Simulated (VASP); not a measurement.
Here is a VASP 6.6.1 calculation.

The input INCAR:

```
PREC = Accurate ; ENCUT = 520
EDIFF = 1E-6 ; ISMEAR = 1
SIGMA = 0.1 ; LREAL = False
LASPH = True ; NELM = 80
ALGO = Normal ; ISIF = 2
LWAVE = False ; LCHARG = False
LMAXMIX = 4 ; METAGGA = R2SCAN
LMIXTAU = True ; KPAR = 4
```

Contents of KPOINTS:

```
Automatic mesh
0
Gamma
  16 16 16
```

The input POSCAR:

```
Ag                                      
1.0
    0.0000000000      2.0257627213      2.0257627213
    2.0257627213      0.0000000000      2.0257627213
    2.0257627213      2.0257627213      0.0000000000
  Ag            
     1
Direct
     0.0000000000000000    0.0000000000000000    0.0000000000000000
```

File KPOINTS_OPT:

```
explicit points
202
Reciprocal
 0.0000000000  0.0000000000  0.0000000000 1
 0.0555555556  0.0000000000  0.0555555556 1
 0.1111111111  0.0000000000  0.1111111111 1
 0.1666666667  0.0000000000  0.1666666667 1
 0.2222222222  0.0000000000  0.2222222222 1
 0.2777777778  0.0000000000  0.2777777778 1
[... 194 lines left out ...]
 0.4919538400  0.0080461600  0.5000000000 1
 0.5080461600 -0.0080461600  0.5000000000 1
```

Potentials or basis: VASP PAW PBE potentials, release 64 (Ag).

Command:

```bash
$ cat potpaw_PBE.64/Ag/POTCAR > POTCAR
$ mpirun -np 4 vasp_std > vasp.out
```

Question: What does it give for the pressure?

Answer: 4.7 GPa.

Question: Estimate the band gap along the path.

Answer: None (metal or under the smearing width).

Levels at the corners of the path, in eV from the Fermi level:
```tsv
point	band 1	band 2	band 3	band 4	band 5	band 6	band 7	band 8	band 9
Γ	-8.11	-5.19	-5.19	-5.19	-4.09	-4.09	16.77	20.65	20.65
X	-6.92	-6.79	-3.28	-3.01	-3.01	1.76	7.23	11.33	11.33
X	-6.92	-6.79	-3.28	-3.01	-3.01	1.76	7.23	11.33	11.33
W	-6.12	-5.47	-5.47	-4.08	-3.01	6.35	6.35	7.54	8.67
W	-6.12	-5.47	-5.47	-4.08	-3.01	6.35	6.35	7.54	8.67
K	-6.47	-6.01	-4.41	-3.86	-3.31	4.59	5.64	7.63	13.55
K	-6.47	-6.01	-4.41	-3.86	-3.31	4.59	5.64	7.63	13.55
Γ	-8.11	-5.19	-5.19	-5.19	-4.09	-4.09	16.77	20.65	20.65
Γ	-8.11	-5.19	-5.19	-5.19	-4.09	-4.09	16.77	20.65	20.65
L	-6.85	-5.22	-5.22	-3.24	-3.24	-0.36	3.91	16.00	18.95
L	-6.85	-5.22	-5.22	-3.24	-3.24	-0.36	3.91	16.00	18.95
U	-6.47	-6.01	-4.41	-3.86	-3.31	4.59	5.64	7.63	13.55
U	-6.47	-6.01	-4.41	-3.86	-3.31	4.59	5.64	7.63	13.55
W	-6.12	-5.47	-5.47	-4.08	-3.01	6.35	6.35	7.54	8.67
W	-6.12	-5.47	-5.47	-4.08	-3.01	6.35	6.35	7.54	8.67
L	-6.85	-5.22	-5.22	-3.24	-3.24	-0.36	3.91	16.00	18.95
L	-6.85	-5.22	-5.22	-3.24	-3.24	-0.36	3.91	16.00	18.95
K	-6.47	-6.01	-4.41	-3.86	-3.31	4.59	5.64	7.63	13.55
U	-6.47	-6.01	-4.41	-3.86	-3.31	4.59	5.64	7.63	13.55
X	-6.92	-6.79	-3.28	-3.01	-3.01	1.76	7.23	11.33	11.33
```

Caveat: the PAW data sets were made with another functional, which shifts forces and pressure a little.
